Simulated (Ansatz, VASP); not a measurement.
Mg3Ge2 in VASP and in Ansatz

```xyz
5
Lattice="2.1009 3.6389 0.0000 -2.1009 3.6389 0.0000 0.0000 0.0000 6.6423" Properties=species:S:1:pos:R:3 pbc="T T T"
Mg    0.0000    0.0000    0.0000
Mg   -0.0002    2.4261    4.1847
Mg    0.0002    4.8518    2.4577
Ge   -0.0002    2.4261    1.5609
Ge    0.0002    4.8518    5.0814
```

The cell was built by a generator and needn't be a form met in nature.

Alike in both runs: task single point; functional PBE; k mesh 5 × 5 × 3; occupations gaussian, width 0.2846 eV; collinear spin.

|  | VASP | Ansatz |
| --- | --- | --- |
| version | VASP 6.6.1 | Ansatz 0.2.0 |
| potentials or method | VASP PAW PBE potentials, release 64 (Mg, Ge_d) | PAW plane waves |
| plane-wave cutoff (eV) | 520 | 700 |
| valence electrons in the cell | 34 | 58 |

```tsv
	VASP	Ansatz	Ansatz less VASP
gap on the k mesh at the Fermi level (eV)	none	none	-
pressure (GPa)	6.5	6.6	+0.14
largest component of the traceless stress (GPa)	1.49	1.48	-0.002
rms of the force components (eV/Å)	0.427	0.426	-0.0009
net moment per atom (μB)	0.00	0.00	0.000
```

A gap of «none» marks a metal or a gap that the smearing closes. With one functional, cell and mesh, what is left measures potentials, basis and numerics. The two sets of potentials don't hold the same shells in valence. Ansatz warned: «seeded_moment_not_kept».

Caveats: forces of over 1 eV/Å show positions far from the minimum, so gaps and moduli don't describe the material at rest.
